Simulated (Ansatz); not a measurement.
# Al in Ansatz: the effect of functional

Al:

```
CELL_PARAMETERS angstrom
2.72176 0.00000 0.00000
0.00000 2.72176 0.00000
0.00000 0.00000 2.72176
ATOMIC_POSITIONS crystal
Al 0.00000 0.00000 0.00000
```

The cell was built by a generator and needn't be a form met in nature.

Alike in all runs:

```yaml
Program: Ansatz 0.2.0
Task: band structure
Potentials_or_basis: Ansatz PAW
k_mesh: 6 × 6 × 6
Occupations: fermi-dirac, width 0.05 eV
Spin: no spin polarisation
```

| functional | cutoff | pressure (GPa) |
| --- | --- | --- |
| LDA | 420 eV (not typed: the program's choice for these potentials) | ? |
| PBEsol | 420 eV (not typed: the program's choice for these potentials) | -1.0 |
| r2SCAN | 500 eV (not typed: the program's choice for these potentials) | -0.7 |

Question: What does the run with functional LDA give?

Answer: Pressure -2.2 GPa.

Caveats: all runs use coarse meshes; the PAW data sets come from PBE, with cores solved anew for the run's functional, which leaves a small shift of forces and pressure.
